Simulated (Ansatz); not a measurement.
# GaP: a tetragonal deformation path

The task here is to estimate one member of a computed series from the others.

Program: Ansatz 0.2.0. Level of theory: DFT PBE, scalar-relativistic, plane waves, PAW. These are calculated values, not measurements.

## Starting point

It takes space group F-43m (No. 216, cubic). Conventional cell: a = 5.451 Å, b = 5.451 Å, c = 5.451 Å, α = 90.00°, β = 90.00°, γ = 90.00°. Ga (site symmetry -43m) is surrounded by 4 P at 2.36 Å. Around P (site symmetry -43m) lie 4 Ga at 2.36 Å.

Structure file:

```
CELL_PARAMETERS angstrom
0.00000 2.72525 2.72525
2.72525 0.00000 2.72525
2.72525 2.72525 0.00000
ATOMIC_POSITIONS crystal
Ga 0.00000 0.00000 0.00000
P 0.75000 0.75000 0.75000
```

No relaxation comes first: the listed cell is the starting point.

## The reference cell

Reference values: F = -4539.5499 eV; pressure 2.51 GPa; largest force 0.000 eV/Å; gap on the mesh 1.61 eV. It was computed beforehand with the settings of the runs below.

Set-up of the first run:

At fixed volume and fractional coordinates, lengths along (0.000, 0.000, 1.000) are scaled against those across it; ρ is that ratio over its starting value.

Input file input.yaml:

```yaml
crystal:
  lattice:
    - [0.0, 3.0591436934, 2.1628145913]
    - [3.0591436934, 0.0, 2.1628145913]
    - [3.0591436934, 3.0591436934, 0.0]
  atoms:
    - { symbol: Ga, position: [0.0, 0.0, 0.0] }
    - { symbol: P, position: [0.75, 0.75, 0.75] }
basis:
  ecutwfc: 420
kpoints:
  mp_grid: { grid: [10, 10, 10] }
hamiltonian:
  xc: pbe
scf:
  occupations: { method: gaussian, width: 0.05 }
output:
  forces: true
  stress: true
  eigenvalues: true
```

Launch:

```
$ ansatz run input.yaml --threads 1 --pin off --max-ram 2560MiB --backend cpu --events-out ev --progress --plain --runs-dir out
```

Steps of the session up to this table: Point ρ = 0.707; ρ = 1.414; Point ρ = 0.850; At ρ = 1.200; At ρ = 0.780; At ρ = 1.300; Point ρ = 0.920; ρ = 1.100; At ρ = 0.650; Point ρ = 1.500; Point ρ = 0.960; Point ρ = 1.050.

One of the session's tables, all rows but one given; the rest of the session is left out.

```
    ρ  ΔE (meV/atom)  pressure (GPa)  gap on the mesh (eV)
0.650          309.1            -2.4                  0.00
0.707          228.4            -0.8                  0.00
0.780          136.2             0.9                  0.00
0.850           65.8             1.9                  0.18
0.920           19.3             2.3                  0.84
0.960            4.9             2.5                  1.22
1.000            0.0             2.5                  1.61
1.050              ?               ?                     ?
1.100           31.3             2.3                  1.14
1.200          125.3             2.0                  0.55
1.300          276.3             1.8                  0.00
1.414          482.4             1.4                  0.00
1.500          619.5             1.1                  0.00
```

Q: Estimate the row for ρ = 1.050 from the others.

Worked estimate for «ΔE (meV/atom)». A straight line through the neighbours (1.000, 0.0) and (1.100, 31.3) gives 0.0 + (31.3 − 0.0) × (1.050 − 1.000) / (1.100 − 1.000) = 15.7; a parabola fitted to 4 rows on both sides gives 7.8.

As computed: ΔE (meV/atom): 7.8; pressure (GPa): 2.5; gap on the mesh (eV): 1.37. In «ΔE (meV/atom)» the line misses by +7.9 and the parabola by 0.0.

Where the gap reads zero, the mesh chosen for the insulator is on the coarse side.
